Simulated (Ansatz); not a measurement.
Crystal: BaZrO3.

```xyz
5
Lattice="4.1913 0.0000 0.0000 0.0000 4.1913 0.0000 0.0000 0.0000 4.1913" Properties=species:S:1:pos:R:3 pbc="T T T"
Ba    0.0000    0.0000    0.0000
Zr    2.0957    2.0957    2.0957
O     2.0957    2.0957    0.0000
O     2.0957    0.0000    2.0957
O     0.0000    2.0957    2.0957
```

* Program: Ansatz 0.2.0
* Task: relaxation of cell and atoms
* Functional: PBE
* Potentials or basis: Ansatz PAW
* Cutoff: 420 eV (not typed: the program's choice for these potentials)
* k mesh: 6 × 6 × 6
* Occupations: fermi-dirac, width 0.05 eV
* Spin: no spin polarisation

At the start: volume 14.73 Å³/atom.

Task: How do energy, volume and symmetry change on relaxing?

Result: It ends after 7 steps and the volume is 15.11 Å³/atom (+2.6 %); space group Pm-3m (No. 221, to 0.05 Å).

Step by step:
```tsv
step	energy change (eV)	largest force (eV/Å)	volume (Å³)
1	0.0000	0.0000	73.63
2	-0.0082	0.0000	76.43
3	-0.0169	0.0000	75.50
4	-0.0171	0.0000	75.47
5	-0.0238	0.0000	75.47
6	-0.0237	0.0000	75.53
7	-0.0238	0.0000	75.53
```

Final structure:
```xyz
5
Lattice="4.2272 0.0000 0.0000 0.0000 4.2272 0.0000 0.0000 0.0000 4.2272" Properties=species:S:1:pos:R:3 pbc="T T T"
Ba    0.0000    0.0000    0.0000
Zr    2.1136    2.1136    2.1136
O     2.1136    2.1136    0.0000
O     2.1136    0.0000    2.1136
O     0.0000    2.1136    2.1136
```

Caveat: the plane-wave basis is chosen anew once the cell has moved, so the energies of steps on either side of that aren't comparable; the pressure holds a Pulay correction of +0.5 GPa for the finite cutoff.
